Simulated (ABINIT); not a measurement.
Runs of ABINIT 10.8.3 (patched build) on Br. The structure is orthorhombic, space group Cmce (No. 64). The conventional cell has a = 6.726 Å, b = 4.645 Å, c = 8.702 Å, α = 90.00°, β = 90.00°, γ = 90.00°. Br (site symmetry m) is surrounded by 1 Br at 2.29 Å. 

```csv
level,potentials or basis,gap on the mesh (eV),pressure (GPa),largest force (eV/Å)
SOGGA,JTH PAW PBE v2.0,1.85,-0.2,(b)
rPW86PBE,JTH PAW PBE v2.0,(d),2.7,1.34
BP86,JTH PAW PBE v2.0,(a),1.9,1.00
PW91,JTH PAW PBE v2.0,1.88,1.7,0.93
LDA-PZ,JTH PAW LDA v2.0,(c),-1.2,0.73
```

Alike in all rows: task band structure; no spin polarisation; cell as given; k mesh 7 × 7 × 3; cutoff (eV) 408; smearing fermi-dirac 0.05 eV.

Task: Estimate the missing entries.

Result: (a) 1.87; (b) 0.65; (c) 1.75; (d) 1.86.

Caveats: the PAW data sets were made with another functional, which shifts forces and pressure a little (some runs).

A k mesh can miss the band edges, and the runs leave out spin-orbit coupling on Br.

Not every run made on this cell is shown here.
